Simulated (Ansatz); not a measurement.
**PbF2: do the settings matter for the field gradients?**

Cell: a computed structure from the Materials Project (it need not be an observed phase).

```cif
data_PbF2
_symmetry_space_group_name_H-M 'Pnma'
_symmetry_Int_Tables_number 62
_cell_length_a 6.4081
_cell_length_b 3.8796
_cell_length_c 7.6638
_cell_angle_alpha 90.000
_cell_angle_beta 90.000
_cell_angle_gamma 90.000
loop_
_atom_site_label
_atom_site_type_symbol
_atom_site_symmetry_multiplicity
_atom_site_Wyckoff_symbol
_atom_site_fract_x
_atom_site_fract_y
_atom_site_fract_z
Pb Pb 4 c 0.2551 0.2500 0.8941
F5 F 4 c 0.4741 0.2500 0.1535
F9 F 4 c 0.6408 0.7500 0.4349
```

One atom of each set is listed.

Reference run. All values are calculated (Ansatz; DFT, PBE, plane waves and PAW, scalar-relativistic, 420 eV cutoff, Γ-centred 4×6×3 k-points, Fermi–Dirac smearing 0.02 eV), not measured.

(1) The input is changed as follows: `scf.lower_state_search`: not typed → off; `crystal.symmetry`: not typed → {detect: false}. What happens to V_zz (10²¹ V/m²) and η?

Results:

(1) 

```
site  V_zz reference  η reference  V_zz changed  η changed
  Pb           -3.65         0.60         -3.65       0.60
  F5            1.20         0.85          1.20       0.85
  F9           -2.03         0.40         -2.03       0.40
```

All printed values agree. Mixing, solver and start steer the path to self-consistency, not the state that is reached here. Without symmetry the run does more work for the same result. SCF iterations: 7 and 7.

On the reference run: Spin–orbit coupling is left out, which shifts gradients on Pb by a few per cent, and by more where contributions nearly cancel.
